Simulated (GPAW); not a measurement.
# Fe (P6_3/mmc) in GPAW: a series of runs, part 2 of 2

GPAW 26.7.0.

### Step 3. Relaxation of cell and atoms, PBEsol+D3, collinear spin, ferromagnetic start

File run.py:

```python
from ase import Atoms
from ase.calculators.mixing import SumCalculator
from ase.filters import FrechetCellFilter
from ase.io import write
from ase.optimize import BFGS
from dftd3.ase import DFTD3
from gpaw import GPAW, PW, setup_paths

setup_paths.insert(0, '.')

atoms = Atoms(['Fe', 'Fe'],
              cell=[[2.4341575853, 0.0, 0.0],
                    [-1.2170787927, 2.1080423057, 0.0],
                    [0.0, 0.0, 3.84193447]],
              scaled_positions=[[0.6666666667, 0.3333333333, 0.75],
                                [0.3333333333, 0.6666666667, 0.25]],
              pbc=True)
atoms.set_initial_magnetic_moments([3.0, 3.0])

calc = GPAW(mode=PW(600),
            xc='PBEsol',
            kpts={'size': (9, 9, 5), 'gamma': True},
            occupations={'name': 'fermi-dirac', 'width': 0.05},
            nbands=19,
            convergence={'density': 1e-05, 'forces': 0.0001},
            maxiter=150,
            txt='gpaw.txt')
atoms.calc = SumCalculator([calc, DFTD3(method='pbesol', damping='d3zero')])
opt = BFGS(FrechetCellFilter(atoms), trajectory='relax.traj', logfile='-')
done = opt.run(fmax=0.02, steps=60)
calc.write('gs.gpw')
write('result.traj', atoms)
print('Converged:', done)
print('Cell:', atoms.cell.cellpar().round(4))
print('Volume:', round(atoms.get_volume(), 4))
print(atoms.get_scaled_positions().round(5))
```

Potentials or basis: PAW data sets generated in the run's folder for this functional, pw.

The run is started by

```sh
$ gpaw-setup -f PBEsol Fe
$ OMP_NUM_THREADS=1 python run.py
```

Run time: 87 s. Hardware: 1 thread of Arm Neoverse V2, shared host; peak memory 0.21 GiB.

The run converged. Its results:

| Quantity | Value |
| --- | --- |
| Free energy | -19.9971 eV |
| Relaxed volume | 9.75 Å³/atom |
| Relaxed cell | a = 2.422 Å, b = 2.422 Å, c = 3.839 Å, α = 90.00°, β = 90.00°, γ = 120.00° |
| Space group after relaxing (to 0.05 Å) | P6_3/mmc (No. 194) |
| Energy gained by relaxing | 1.2 meV/atom |
| Ionic steps | 5 |
| Pressure after relaxing | 0.0 GPa |
| Band gap on the k mesh | none (metal or under the smearing width) |
| Net moment | 0.00 μB per cell |
| Dispersion energy per atom | -0.296 eV |

The path:
```tsv
step	energy change (eV)	largest force (eV/Å)	pressure (GPa)	volume (Å³)
1	0.0000	0.0000	-3.43	19.71
2	-0.0016	0.0000	-1.97	19.63
3	-0.0024	0.0000	0.14	19.50
4	-0.0024	0.0000	0.11	19.50
5	-0.0025	0.0000	0.00	19.51
```

Final structure:
```
Fe
1.0
     2.42223    0.00000    0.00000
    -1.21111    2.09771    0.00000
     0.00000    0.00000    3.83924
Fe
2
Cartesian
  1.2111 0.6992 2.8794
  0.0000 1.3985 0.9598
```

Levels at points of the mesh, in eV from the Fermi level:
Spin up:
```csv
k point,band 4,band 5,band 6,band 7,band 8,band 9,band 10,band 11,band 12,band 13
"(0.00, 0.00, 0.00)",-1.84,-1.71,-1.34,-1.34,-0.94,-0.94,0.32,0.72,0.72,9.11
```
Spin down:
```csv
k point,band 6,band 7,band 8,band 9,band 10,band 11
"(0.00, 0.00, 0.00)",-1.34,-1.34,-0.94,-0.94,0.32,0.72
```

Caveat: each step starts from the last one's moments, so a moment once lost doesn't come back; the starting moments collapsed, and a magnetic state may lie lower; later steps reuse the first step's grids; pairwise dispersion overbinds metals, which lowers pressure and volume.

### Step 4. Relaxation of cell and atoms, PBEsol+D3(BJ), collinear spin, ferromagnetic start

Changes to run.py since step 3:

```diff
@@ -27,3 +27,3 @@
             txt='gpaw.txt')
-atoms.calc = SumCalculator([calc, DFTD3(method='pbesol', damping='d3zero')])
+atoms.calc = SumCalculator([calc, DFTD3(method='pbesol', damping='d3bj')])
 opt = BFGS(FrechetCellFilter(atoms), trajectory='relax.traj', logfile='-')
```

The run is started by

```sh
$ gpaw-setup -f PBEsol Fe
$ OMP_NUM_THREADS=1 python run.py
```

It took 89 s on 1 thread of Arm Neoverse V2, shared host; peak memory 0.22 GiB.

The run converged. Its results:

* Free energy: -20.1776 eV
* Relaxed volume: 9.75 Å³/atom
* Relaxed cell: a = 2.422 Å, b = 2.422 Å, c = 3.837 Å, α = 90.00°, β = 90.00°, γ = 120.00°
* Space group after relaxing (to 0.05 Å): P6_3/mmc (No. 194)
* Energy gained by relaxing: 1.3 meV/atom
* Ionic steps: 5
* Pressure after relaxing: 0.0 GPa
* Band gap on the k mesh: none (metal or under the smearing width)
* Net moment: 0.00 μB per cell
* Dispersion energy per atom: -0.387 eV

Step by step:
| step | energy change (eV) | largest force (eV/Å) | pressure (GPa) | volume (Å³) |
| --- | --- | --- | --- | --- |
| 1 | 0.0000 | 0.0000 | -3.63 | 19.71 |
| 2 | -0.0017 | 0.0000 | -2.08 | 19.62 |
| 3 | -0.0026 | 0.0000 | 0.11 | 19.49 |
| 4 | -0.0026 | 0.0000 | 0.09 | 19.49 |
| 5 | -0.0026 | 0.0000 | -0.01 | 19.50 |

Final structure:
```
Fe
1.0
     2.42220    0.00000    0.00000
    -1.21110    2.09769    0.00000
     0.00000    0.00000    3.83706
Fe
2
Direct
  0.66667 0.33333 0.75000
  0.33333 0.66667 0.25000
```

Levels at points of the mesh, in eV from the Fermi level:
Spin up:
```
           k point  band 6  band 7  band 8  band 9  band 10  band 11
(0.00, 0.00, 0.00)   -1.34   -1.34   -0.95   -0.95     0.33     0.72
```
Spin down:
```csv
k point,band 4,band 5,band 6,band 7,band 8,band 9,band 10,band 11,band 12,band 13
"(0.00, 0.00, 0.00)",-1.84,-1.71,-1.34,-1.34,-0.95,-0.95,0.33,0.72,0.72,9.13
```

Caveat: each step starts from the last one's moments, so a moment once lost doesn't come back; the starting moments collapsed, and a magnetic state may lie lower; later steps reuse the first step's grids; pairwise dispersion overbinds metals, which lowers pressure and volume.

### Step 5. Relaxation of cell and atoms, PBEsol+D3(BJ)+ATM, collinear spin, ferromagnetic start

Changes to run.py since step 4:

```diff
@@ -27,3 +27,3 @@
             txt='gpaw.txt')
-atoms.calc = SumCalculator([calc, DFTD3(method='pbesol', damping='d3bj')])
+atoms.calc = SumCalculator([calc, DFTD3(damping='d3bj', params_tweaks=dict(method='pbesol', atm=True))])
 opt = BFGS(FrechetCellFilter(atoms), trajectory='relax.traj', logfile='-')
```

The run is started by

```sh
$ gpaw-setup -f PBEsol Fe
$ OMP_NUM_THREADS=1 python run.py
```

Run time: 93 s. Hardware: 1 thread of Arm Neoverse V2, shared host; peak memory 0.22 GiB.

The run converged. Its results:

* Free energy: -20.0885 eV
* Relaxed volume: 9.79 Å³/atom
* Relaxed cell: a = 2.426 Å, b = 2.426 Å, c = 3.842 Å, α = 90.00°, β = 90.00°, γ = 120.00°
* Space group after relaxing (to 0.05 Å): P6_3/mmc (No. 194)
* Energy gained by relaxing: 0.5 meV/atom
* Ionic steps: 5
* Pressure after relaxing: 0.0 GPa
* Band gap on the k mesh: none (metal or under the smearing width)
* Net moment: 0.00 μB per cell
* Dispersion energy per atom: -0.341 eV

The path:
```tsv
step	energy change (eV)	largest force (eV/Å)	pressure (GPa)	volume (Å³)
1	0.0000	0.0000	-2.21	19.71
2	-0.0007	0.0000	-1.26	19.66
3	-0.0011	0.0000	0.13	19.57
4	-0.0011	0.0000	0.12	19.57
5	-0.0011	0.0000	0.00	19.58
```

Final structure:
```yaml
crystal:
  lattice:
    - [2.42575, 0.00000, 0.00000]
    - [-1.21288, 2.10077, 0.00000]
    - [0.00000, 0.00000, 3.84236]
  atoms:
    - { symbol: Fe, position: [0.66667, 0.33333, 0.75000] }
    - { symbol: Fe, position: [0.33333, 0.66667, 0.25000] }
```

Levels at points of the mesh, in eV from the Fermi level:
Spin up:
| k point | band 5 | band 6 | band 7 | band 8 | band 9 | band 10 | band 11 | band 12 |
| --- | --- | --- | --- | --- | --- | --- | --- | --- |
| (0.00, 0.00, 0.00) | -1.69 | -1.33 | -1.33 | -0.94 | -0.94 | 0.33 | 0.72 | 0.72 |
Spin down:
```csv
k point,band 5,band 6,band 7,band 8,band 9,band 10,band 11,band 12
"(0.00, 0.00, 0.00)",-1.69,-1.33,-1.33,-0.94,-0.94,0.33,0.72,0.72
```

Caveat: each step starts from the last one's moments, so a moment once lost doesn't come back; the starting moments collapsed, and a magnetic state may lie lower; later steps reuse the first step's grids; pairwise dispersion overbinds metals, which lowers pressure and volume.

### Step 6. Relaxation of cell and atoms, PBEsol+D4, collinear spin, ferromagnetic start

Changes to run.py since step 5:

```diff
@@ -5,3 +5,3 @@
 from ase.optimize import BFGS
-from dftd3.ase import DFTD3
+from dftd4.ase import DFTD4
 from gpaw import GPAW, PW, setup_paths
@@ -27,3 +27,3 @@
             txt='gpaw.txt')
-atoms.calc = SumCalculator([calc, DFTD3(damping='d3bj', params_tweaks=dict(method='pbesol', atm=True))])
+atoms.calc = SumCalculator([calc, DFTD4(method='pbesol')])
 opt = BFGS(FrechetCellFilter(atoms), trajectory='relax.traj', logfile='-')
```

Potentials or basis: PAW data sets generated in the run's folder for this functional, pw.

The run is started by

```sh
$ gpaw-setup -f PBEsol Fe
$ OMP_NUM_THREADS=1 python run.py
```

It took 80 s on 1 thread of Arm Neoverse V2, shared host; peak memory 0.21 GiB.

The run converged. Its results:

* Free energy: -19.8738 eV
* Relaxed volume: 9.83 Å³/atom
* Relaxed cell: a = 2.429 Å, b = 2.429 Å, c = 3.846 Å, α = 90.00°, β = 90.00°, γ = 120.00°
* Space group after relaxing (to 0.05 Å): P6_3/mmc (No. 194)
* Energy gained by relaxing: 0.2 meV/atom
* Ionic steps: 4
* Pressure after relaxing: 0.1 GPa
* Band gap on the k mesh: none (metal or under the smearing width)
* Net moment: 0.00 μB per cell
* Dispersion energy per atom: -0.232 eV

Stress tensor (GPa, compression positive):
```
0.07 0.00 0.00
0.00 0.07 0.00
0.00 0.00 0.28
```

Step by step:
| step | energy change (eV) | largest force (eV/Å) | pressure (GPa) | volume (Å³) |
| --- | --- | --- | --- | --- |
| 1 | 0.0000 | 0.0000 | -0.80 | 19.71 |
| 2 | -0.0002 | 0.0000 | -0.46 | 19.69 |
| 3 | -0.0003 | 0.0000 | 0.19 | 19.65 |
| 4 | -0.0004 | 0.0000 | 0.14 | 19.66 |

Final structure:
```cif
data_structure
_symmetry_space_group_name_H-M 'P 1'
_symmetry_Int_Tables_number 1
_cell_length_a 2.4293
_cell_length_b 2.4293
_cell_length_c 3.8461
_cell_angle_alpha 90.000
_cell_angle_beta 90.000
_cell_angle_gamma 120.000
_cell_volume 19.66
loop_
_atom_site_label
_atom_site_type_symbol
_atom_site_fract_x
_atom_site_fract_y
_atom_site_fract_z
_atom_site_occupancy
Fe1 Fe 0.66667 0.33333 0.75000 1
Fe2 Fe 0.33333 0.66667 0.25000 1
```

Levels at points of the mesh, in eV from the Fermi level:
Spin up:
```
           k point  band 6  band 7  band 8  band 9  band 10  band 11
(0.00, 0.00, 0.00)   -1.32   -1.32   -0.94   -0.94     0.33     0.72
```
Spin down:
```
           k point  band 4  band 5  band 6  band 7  band 8  band 9  band 10  band 11  band 12  band 13
(0.00, 0.00, 0.00)   -1.82   -1.68   -1.32   -1.32   -0.94   -0.94     0.33     0.72     0.72     9.05
```

Caveat: each step starts from the last one's moments, so a moment once lost doesn't come back; the starting moments collapsed, and a magnetic state may lie lower; later steps reuse the first step's grids; pairwise dispersion overbinds metals, which lowers pressure and volume.
